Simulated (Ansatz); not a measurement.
## Which functional gives which lattice for CaS?

Starting cell:

```
Ca S
1.0
     0.00000    2.84300    2.84300
     2.84300    0.00000    2.84300
     2.84300    2.84300    0.00000
Ca S
1 1
Direct
  0.50000 0.50000 0.50000
  0.00000 0.00000 0.00000
```

Ansatz, plane waves and PAW, scalar-relativistic (no spin–orbit coupling), 8×8×8 k-mesh. No spin polarisation. In the setting of the table the starting cell (space group Fm-3m) has 4.021 × 4.021 × 4.021 Å, angles 60.0 / 60.0 / 60.0°. Each functional was followed to zero pressure by scaling the cell, shape and atoms held, then fitted over four more volumes within ±4 % of it.

Problem. What cell, stiffness and gap does each give?

Solution. 
```
   functional  V0 (Å³/atom)                                                 cell  B0 (GPa)  B′ from the pressures  gap on the mesh  cutoff (eV)
       revPBE         23.99  4.079 × 4.079 × 4.079 Å, angles 60.0 / 60.0 / 60.0°        53                    4.1          2.54 eV          420
BLYP + D3(BJ)         22.06  3.966 × 3.966 × 3.966 Å, angles 60.0 / 60.0 / 60.0°        64                    4.1          2.36 eV          420
       r2SCAN         23.10  4.026 × 4.026 × 4.026 Å, angles 60.0 / 60.0 / 60.0°        61                    4.1          2.80 eV          500
 PBE + D3(BJ)         22.35  3.984 × 3.984 × 3.984 Å, angles 60.0 / 60.0 / 60.0°        62                    4.1          2.29 eV          420
         BLYP         24.19  4.091 × 4.091 × 4.091 Å, angles 60.0 / 60.0 / 60.0°        53                    4.2          2.54 eV          420
```

The volumes span 9.7 %, from BLYP + D3(BJ) to BLYP, and the stiffness falls as the cell grows. Adding D3(BJ) to BLYP pulls the cell in by 8.8 %.

Caveats: gaps at these levels are rough, and mostly too small.

Points behind the fit for PBE + D3(BJ):

```json
{"V (Å³/atom)": "21.461", "E − Emin (meV/atom)": "7.39", "P (GPa)": "2.75"}
{"V (Å³/atom)": "21.908", "E − Emin (meV/atom)": "1.78", "P (GPa)": "1.30"}
{"V (Å³/atom)": "22.355", "E − Emin (meV/atom)": "0.00", "P (GPa)": "0.00"}
{"V (Å³/atom)": "22.803", "E − Emin (meV/atom)": "1.68", "P (GPa)": "-1.18"}
{"V (Å³/atom)": "23.250", "E − Emin (meV/atom)": "6.50", "P (GPa)": "-2.25"}
```
